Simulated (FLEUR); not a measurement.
# Sn (I4/mmm) in FLEUR: a series of runs

One crystal, Sn, is run at these levels: r2SCAN; tasks: single point.

Everything below comes from runs of FLEUR MaX-R8.1 (later development tree). Logs are shortened: lines on timing, memory, paths and dates and some standing lists are left out, and cuts for length are marked.

## (1) The crystal as given

It takes space group I4/mmm (No. 139, tetragonal). Conventional cell: a = 3.990 Å, b = 3.990 Å, c = 3.265 Å, α = 90.00°, β = 90.00°, γ = 90.00°. Around Sn (site symmetry 4/mmm) lie 10 Sn at 3.26 to 3.27 Å.

This isn't the form of Sn at room conditions, which is tetragonal (white tin).

## (2) Single point, r2SCAN

inp.xml

```xml
<?xml version="1.0" encoding="UTF-8" standalone="no"?>
<fleurInput fleurInputVersion="0.39">
   <comment>
      Sn                                                                                                  
   </comment>
   <calculationSetup>
      <cutoffs Kmax="4.1" Gmax="12.7" GmaxXC="12.7" numbands="0"/>
      <scfLoop itmax="80" minDistance="0.0001" maxIterBroyd="30" imix="Anderson" alpha="0.05" precondParam="0.0" spinf="2.0" sdNocoIR="T"/>
      <coreElectrons ctail="F" frcor="F" kcrel="0" coretail_lmax="0"/>
      <xcFunctional name="LibXC" relativisticCorrections="F">
         <LibXCName exchange="mgga_x_r2scan" correlation="mgga_c_r2scan"/>
         <AuxGGA exchange="117" correlation="130"/>
      </xcFunctional>
      <magnetism jspins="1"/>
      <soc l_soc="F" theta="0.0" phi="0.0" spav="F"/>
      <expertModes spex="0" secvar="F"/>
      <geometryOptimization l_f="F" forcealpha="1.0" forcemix="BFGS" epsdisp="0.00001" epsforce="0.00001"/>
      <ldaU l_linMix="F" mixParam="0.05" spinf="1.0"/>
   </calculationSetup>
   <cell>
      <bzIntegration valenceElectrons="22.0" mode="hist" fermiSmearingEnergy="0.00183747">
         <kPointListSelection listName="default-1"/>
         <!-- k-points included here -->
         <xi:include xmlns:xi="http://www.w3.org/2001/XInclude" href="kpts.xml"> </xi:include>
      </bzIntegration>
      <!-- symmetry operations included here -->
      <xi:include xmlns:xi="http://www.w3.org/2001/XInclude" href="sym.xml"> </xi:include>
      <bulkLattice scale="1.0">
         <bravaisMatrix>
            <row-1>   -3.7696062556602588     3.7696062556602588     3.0851783535648107</row-1>
            <row-2>    3.7696062556602588    -3.7696062556602588     3.0851783535648107</row-2>
            <row-3>    3.7696062556602588     3.7696062556602588    -3.0851783535648107</row-3>
         </bravaisMatrix>
      </bulkLattice>
   </cell>
   <atomSpecies>
      <species name="Tin (Sn)" element="Sn" atomicNumber="50">
         <mtSphere radius="2.66" gridPoints="879" logIncrement="0.015"/>
         <atomicCutoffs lmax="10" lnonsphr="10"/>
         <electronConfig flipSpins="F">
            <coreConfig>(1s1/2) (2s1/2) (2p1/2) (2p3/2) (3s1/2) (3p1/2) (3p3/2) (3d3/2) (3d5/2)</coreConfig>
            <valenceConfig>(4s1/2) (4p1/2) (4p3/2) (5s1/2) (4d3/2) (4d5/2) (5p1/2) (5p3/2)</valenceConfig>
            <stateOccupation state="(5p1/2)" spinUp="0.333333" spinDown="0.333333"/>
            <stateOccupation state="(5p3/2)" spinUp="0.666667" spinDown="0.666667"/>
         </electronConfig>
         <energyParameters s="5" p="5" d="4" f="4"/>
         <lo type="SCLO" l="0" n="4" eDeriv="0"/>
         <lo type="SCLO" l="1" n="4" eDeriv="0"/>
         <lo type="SCLO" l="1" n="4" eDeriv="1"/>
         <lo type="SCLO" l="2" n="4" eDeriv="2"/>
         <lo type="SCLO" l="3" n="4" eDeriv="2"/>
      </species>
   </atomSpecies>
   <atomGroups>
      <atomGroup species="Tin (Sn)">
         <relPos label="                   1">.0000000000 .0000000000 .0000000000</relPos>
         <force calculate="T" relaxXYZ="TTT"/>
      </atomGroup>
   </atomGroups>
   <output dos="F" band="F" slice="F">
      <checks vchk="F" cdinf="F"/>
      <bandDOS minEnergy="-.5*Htr" maxEnergy="0.5*Htr" sigma="0.015" storeEVData="T"/>
      <vacuumDOS vacdos="F" integ="F" star="F" nstars="0" locx1="0.0" locy1="0.0" locx2="0.0" locy2="0.0" nstm="0" tworkf="0.0"/>
      <unfoldingBand unfoldBand="F" supercellX="1" supercellY="1" supercellZ="1"/>
      <plotting iplot="0" polar="F">
         <plot TwoD="T" vec1="  1.0  0.0  0.0" vec2="  0.0  1.0  0.0" vec3="  0.0  0.0  1.0" zero="  0.0  0.0  0.0" file="plot"/>
      </plotting>
      <chargeDensitySlicing numkpt="0" minEigenval="0.0" maxEigenval="0.0" nnne="0" pallst="F"/>
      <specialOutput eonly="F"/>
      <moessbauerParams electricFieldGradient="T" isomerShift="T" coreHyperfine="T" valenceHyperfine="T"/>
      <magneticCircularDichroism mcd="F" energyLo="-10.0" energyUp="0.0"/>
   </output>
  <!-- We include the file relax.xml here to enable relaxations (see documentation) -->
  <xi:include xmlns:xi="http://www.w3.org/2001/XInclude" href="relax.xml"> <xi:fallback/> </xi:include>
</fleurInput>
```

crystal.txt

```
Sn
&input cartesian=F /
-1.9947897246  1.9947897246  1.6326060763
1.9947897246  -1.9947897246  1.6326060763
1.9947897246  1.9947897246  -1.6326060763
1.8897261246
1.0 1.0 1.0

1
50 0.0000000000  0.0000000000  0.0000000000

&kpt div1=10 div2=10 div3=10 gamma=T /
```

Potentials or basis: all-electron, FLAPW.

Started as:

```
$ inpgen -f crystal.txt -profile fastHighL
$ # inp.xml edited to the form shown
$ fleur_MPI
```

Output:

```text
Welcome to FLEUR        (www.flapw.de)
      MaX-Release 8.1          (www.max-centre.eu)
 func_ids         498         497         498         497
 MetaGGA potential functional detected - V_tau will be computed
 Auxiliary Potential for radial basis: exchange=         117  correlation=         130
The functional 'Re-regularized SCAN exchange by Furness et al' is an exchange functional, it belongs to the 'MGGA' family and is defined in the reference(s):
[1] J. W. Furness, A. D. Kaplan, J. Ning, J. P. Perdew, and J. Sun.,  J. Phys. Chem. Lett. 11, 8208-8215 (2020)
[2] J. W. Furness, A. D. Kaplan, J. Ning, J. P. Perdew, and J. Sun.,  J. Phys. Chem. Lett. 11, 9248-9248 (2020)
The functional 'Re-regularized SCAN correlation by Furness et al' is a correlation functional, it belongs to the 'MGGA' family and is defined in the reference(s):
[1] J. W. Furness, A. D. Kaplan, J. Ning, J. P. Perdew, and J. Sun.,  J. Phys. Chem. Lett. 11, 8208-8215 (2020)
[2] J. W. Furness, A. D. Kaplan, J. Ning, J. P. Perdew, and J. Sun.,  J. Phys. Chem. Lett. 11, 9248-9248 (2020)
 Using same functional for VXC and EXC

 ========== k-point set info ==========
 Selected k-point list: default-1
 k-point list type: mesh
 10 x 10 x 10
 Number of k points: 102

 ------------Calculation Setup---------------------------
 Number of MPI-tasks      :            1
 Number of PE/node        :            1
 Number of OMP-threads    :            1
 Most efficient MPI parallelization for:
           1           2           3           6          17          34          51         102
 Additional eigenvalue parallelization possible
 Number of basis functions:          248
 Approximate size of matrices (H+S) per k-point:         0.001 GB
 --------------------------------------------------------
The functional 'Hammer, Hansen, and Norskov' is an exchange functional, it belongs to the 'GGA' family and is defined in the reference(s):
[1] B. Hammer, L. B. Hansen, and J. K. Nørskov.,  Phys. Rev. B 59, 7413 (1999)
The functional 'Perdew, Burke & Ernzerhof' is a correlation functional, it belongs to the 'GGA' family and is defined in the reference(s):
[1] J. P. Perdew, K. Burke, and M. Ernzerhof.,  Phys. Rev. Lett. 77, 3865 (1996)
[2] J. P. Perdew, K. Burke, and M. Ernzerhof.,  Phys. Rev. Lett. 78, 1396 (1997)
 Using same functional for VXC and EXC
 Using auxiliary GGA potential for the first iteration of MetaGGA calculation.
 Reset of history
 Reset of history
 Iteration:     1   Distance:      25.55648343 me/bohr^3
The functional 'Hammer, Hansen, and Norskov' is an exchange functional, it belongs to the 'GGA' family and is defined in the reference(s):
[1] B. Hammer, L. B. Hansen, and J. K. Nørskov.,  Phys. Rev. B 59, 7413 (1999)
The functional 'Perdew, Burke & Ernzerhof' is a correlation functional, it belongs to the 'GGA' family and is defined in the reference(s):
[1] J. P. Perdew, K. Burke, and M. Ernzerhof.,  Phys. Rev. Lett. 77, 3865 (1996)
[2] J. P. Perdew, K. Burke, and M. Ernzerhof.,  Phys. Rev. Lett. 78, 1396 (1997)
 Using same functional for VXC and EXC
 Iteration:     2   Distance:      24.17196942 me/bohr^3
The functional 'Hammer, Hansen, and Norskov' is an exchange functional, it belongs to the 'GGA' family and is defined in the reference(s):
[1] B. Hammer, L. B. Hansen, and J. K. Nørskov.,  Phys. Rev. B 59, 7413 (1999)
The functional 'Perdew, Burke & Ernzerhof' is a correlation functional, it belongs to the 'GGA' family and is defined in the reference(s):
[1] J. P. Perdew, K. Burke, and M. Ernzerhof.,  Phys. Rev. Lett. 77, 3865 (1996)
[2] J. P. Perdew, K. Burke, and M. Ernzerhof.,  Phys. Rev. Lett. 78, 1396 (1997)
 Using same functional for VXC and EXC
 Iteration:     3   Distance:      22.94851858 me/bohr^3
The functional 'Hammer, Hansen, and Norskov' is an exchange functional, it belongs to the 'GGA' family and is defined in the reference(s):
[1] B. Hammer, L. B. Hansen, and J. K. Nørskov.,  Phys. Rev. B 59, 7413 (1999)
The functional 'Perdew, Burke & Ernzerhof' is a correlation functional, it belongs to the 'GGA' family and is defined in the reference(s):
[1] J. P. Perdew, K. Burke, and M. Ernzerhof.,  Phys. Rev. Lett. 77, 3865 (1996)
[2] J. P. Perdew, K. Burke, and M. Ernzerhof.,  Phys. Rev. Lett. 78, 1396 (1997)
 Using same functional for VXC and EXC
 Iteration:     4   Distance:       0.69643124 me/bohr^3
The functional 'Hammer, Hansen, and Norskov' is an exchange functional, it belongs to the 'GGA' family and is defined in the reference(s):
[1] B. Hammer, L. B. Hansen, and J. K. Nørskov.,  Phys. Rev. B 59, 7413 (1999)
The functional 'Perdew, Burke & Ernzerhof' is a correlation functional, it belongs to the 'GGA' family and is defined in the reference(s):
[1] J. P. Perdew, K. Burke, and M. Ernzerhof.,  Phys. Rev. Lett. 77, 3865 (1996)
[2] J. P. Perdew, K. Burke, and M. Ernzerhof.,  Phys. Rev. Lett. 78, 1396 (1997)
 Using same functional for VXC and EXC
 Iteration:     5   Distance:       0.29892992 me/bohr^3
The functional 'Hammer, Hansen, and Norskov' is an exchange functional, it belongs to the 'GGA' family and is defined in the reference(s):
[1] B. Hammer, L. B. Hansen, and J. K. Nørskov.,  Phys. Rev. B 59, 7413 (1999)
The functional 'Perdew, Burke & Ernzerhof' is a correlation functional, it belongs to the 'GGA' family and is defined in the reference(s):
[1] J. P. Perdew, K. Burke, and M. Ernzerhof.,  Phys. Rev. Lett. 77, 3865 (1996)
[2] J. P. Perdew, K. Burke, and M. Ernzerhof.,  Phys. Rev. Lett. 78, 1396 (1997)
 Using same functional for VXC and EXC
 Iteration:     6   Distance:       0.28390440 me/bohr^3
The functional 'Hammer, Hansen, and Norskov' is an exchange functional, it belongs to the 'GGA' family and is defined in the reference(s):
[1] B. Hammer, L. B. Hansen, and J. K. Nørskov.,  Phys. Rev. B 59, 7413 (1999)
The functional 'Perdew, Burke & Ernzerhof' is a correlation functional, it belongs to the 'GGA' family and is defined in the reference(s):
[1] J. P. Perdew, K. Burke, and M. Ernzerhof.,  Phys. Rev. Lett. 77, 3865 (1996)
[2] J. P. Perdew, K. Burke, and M. Ernzerhof.,  Phys. Rev. Lett. 78, 1396 (1997)
 Using same functional for VXC and EXC
 Iteration:     7   Distance:       0.03926447 me/bohr^3
The functional 'Hammer, Hansen, and Norskov' is an exchange functional, it belongs to the 'GGA' family and is defined in the reference(s):
[1] B. Hammer, L. B. Hansen, and J. K. Nørskov.,  Phys. Rev. B 59, 7413 (1999)
The functional 'Perdew, Burke & Ernzerhof' is a correlation functional, it belongs to the 'GGA' family and is defined in the reference(s):
[1] J. P. Perdew, K. Burke, and M. Ernzerhof.,  Phys. Rev. Lett. 77, 3865 (1996)
[2] J. P. Perdew, K. Burke, and M. Ernzerhof.,  Phys. Rev. Lett. 78, 1396 (1997)
 Using same functional for VXC and EXC
 Iteration:     8   Distance:       0.00885792 me/bohr^3
The functional 'Hammer, Hansen, and Norskov' is an exchange functional, it belongs to the 'GGA' family and is defined in the reference(s):
[1] B. Hammer, L. B. Hansen, and J. K. Nørskov.,  Phys. Rev. B 59, 7413 (1999)
The functional 'Perdew, Burke & Ernzerhof' is a correlation functional, it belongs to the 'GGA' family and is defined in the reference(s):
[1] J. P. Perdew, K. Burke, and M. Ernzerhof.,  Phys. Rev. Lett. 77, 3865 (1996)
[2] J. P. Perdew, K. Burke, and M. Ernzerhof.,  Phys. Rev. Lett. 78, 1396 (1997)
 Using same functional for VXC and EXC
 Iteration:     9   Distance:       0.00469868 me/bohr^3
The functional 'Hammer, Hansen, and Norskov' is an exchange functional, it belongs to the 'GGA' family and is defined in the reference(s):
[1] B. Hammer, L. B. Hansen, and J. K. Nørskov.,  Phys. Rev. B 59, 7413 (1999)
The functional 'Perdew, Burke & Ernzerhof' is a correlation functional, it belongs to the 'GGA' family and is defined in the reference(s):
[1] J. P. Perdew, K. Burke, and M. Ernzerhof.,  Phys. Rev. Lett. 77, 3865 (1996)
[2] J. P. Perdew, K. Burke, and M. Ernzerhof.,  Phys. Rev. Lett. 78, 1396 (1997)
 Using same functional for VXC and EXC
 Iteration:    10   Distance:       0.00029293 me/bohr^3
The functional 'Hammer, Hansen, and Norskov' is an exchange functional, it belongs to the 'GGA' family and is defined in the reference(s):
[1] B. Hammer, L. B. Hansen, and J. K. Nørskov.,  Phys. Rev. B 59, 7413 (1999)
The functional 'Perdew, Burke & Ernzerhof' is a correlation functional, it belongs to the 'GGA' family and is defined in the reference(s):
[1] J. P. Perdew, K. Burke, and M. Ernzerhof.,  Phys. Rev. Lett. 77, 3865 (1996)
[2] J. P. Perdew, K. Burke, and M. Ernzerhof.,  Phys. Rev. Lett. 78, 1396 (1997)
 Using same functional for VXC and EXC
 Iteration:    11   Distance:       0.00030671 me/bohr^3
The functional 'Hammer, Hansen, and Norskov' is an exchange functional, it belongs to the 'GGA' family and is defined in the reference(s):
[1] B. Hammer, L. B. Hansen, and J. K. Nørskov.,  Phys. Rev. B 59, 7413 (1999)
The functional 'Perdew, Burke & Ernzerhof' is a correlation functional, it belongs to the 'GGA' family and is defined in the reference(s):
[1] J. P. Perdew, K. Burke, and M. Ernzerhof.,  Phys. Rev. Lett. 77, 3865 (1996)
[2] J. P. Perdew, K. Burke, and M. Ernzerhof.,  Phys. Rev. Lett. 78, 1396 (1997)
 Using same functional for VXC and EXC
 Iteration:    12   Distance:       0.00003981 me/bohr^3

 ********************************************************************
 Run finished successfully
 Stop message:
   all done
 ********************************************************************
```

Wall time 29 s (1 thread of Arm Neoverse V2, shared host); peak memory 0.09 GiB.

Results:

```
Free energy                                           : -168143.5158 eV
Band gap on the k mesh                                : none (metal or under the smearing width)
Valence electrons inside the program's atomic spheres : Sn 20.22 (radii Sn 2.66 bohr)
```

Core levels (eV from the Fermi level):
```
atom                                                                                                                             levels
1 Sn  1s1/2 -28992.9, 2s1/2 -4372.0, 2p1/2 -4082.9, 2p3/2 -3852.3, 3s1/2 -840.2, 3p1/2 -722.9, 3p3/2 -680.8, 3d3/2 -473.7, 3d5/2 -465.0
```

Caveat: the meta-GGA is that of a development version, with a GGA for the radial functions and cores and without core tails.

[end of part 1 of 2]
